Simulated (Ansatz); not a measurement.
# SiC: the cost of one run

Program: Ansatz 0.2.0. Level of theory: DFT LDA, scalar-relativistic, plane waves, PAW. These are calculated values, not measurements.

The COD entry's cell or inner coordinates are ideal or old and differ from later refinements, so a difference from it is no clean test against experiment.

3 further runs of the same task are left out: 3 set aside as unsound or not needed.

## (1) The system as given

Symmetry: F-43m, No. 216, cubic system. Conventional cell: a = 4.329 Å, b = 4.329 Å, c = 4.329 Å, α = 90.00°, β = 90.00°, γ = 90.00°. Si (site symmetry -43m) is surrounded by 4 C at 1.87 Å. C (site symmetry -43m) is surrounded by 4 Si at 1.87 Å.

Coordinates:

```cif
data_structure
_symmetry_space_group_name_H-M 'F-43m'
_symmetry_Int_Tables_number 216
_cell_length_a 4.3288
_cell_length_b 4.3288
_cell_length_c 4.3288
_cell_angle_alpha 90.000
_cell_angle_beta 90.000
_cell_angle_gamma 90.000
_cell_volume 81.12
loop_
_atom_site_label
_atom_site_type_symbol
_atom_site_symmetry_multiplicity
_atom_site_Wyckoff_symbol
_atom_site_fract_x
_atom_site_fract_y
_atom_site_fract_z
_atom_site_occupancy
Si1 Si 4 a 0.00000 0.00000 0.00000 1
C1 C 4 c 0.25000 0.25000 0.25000 1
```

This cell was relaxed beforehand with the same method: volume 10.14 Å³/atom, gap on the mesh 1.30 eV.

## (2) Plan of the line

The energy is mapped over two normal modes frozen in (zone-centre modes of the cell shown).

- amplitude of mode 4 (798 cm⁻¹), largest displacement: 11 values from −0.060 to 0.060 Å
- amplitude of mode 5 (798 cm⁻¹), largest displacement: 11 values from −0.060 to 0.060 Å

Nothing else is relaxed (the cell and all other modes fixed). Energies count from the relaxed high-symmetry cell. Points are written as (first, second).

The modes come from a phonon run on the reference cell, made beforehand.

The patterns, per unit of each coordinate (Å):

```tsv
atom	x1	y1	z1	x2	y2	z2
Si1	-0.428	0.000	0.000	0.000	0.000	-0.428
C2	1.000	0.000	0.000	0.000	0.000	1.000
```

## (3) Grid point (−0.060 Å, −0.012 Å)

Contents of input.yaml:

```yaml
crystal:
  lattice:
    - [0.0, 2.164410537, 2.164410537]
    - [2.164410537, 0.0, 2.164410537]
    - [2.164410537, 2.164410537, 0.0]
  atoms:
    - { symbol: Si, position: [-0.0047421615, 0.0071132423, 0.0047421615] }
    - { symbol: C, position: [0.7610884694, 0.7333672959, 0.7389115306] }
basis:
  ecutwfc: 520.0
kpoints:
  mp_grid: { grid: [12, 12, 12] }
hamiltonian:
  xc: lda
  pseudopotentials: { kind: paw, azcp: { folder: soft_1 } }
scf:
  occupations: { method: gaussian, width: 0.05 }
output:
  forces: true
  stress: true
  eigenvalues: true
  write_density: true
  write_potential: true
  elf: true
  volumetric_format: npy
```

Launch:

```bash
$ ansatz run input.yaml --threads 1 --pin off --max-ram 2048MiB --backend cpu --events-out ev --progress --plain --runs-dir out
```

**Question.** How long does this run take on 1 thread of Intel Xeon 6975P-C (Granite Rapids), shared host, and how much memory does it need?

About 14 s, with a peak of 0.57 GiB.
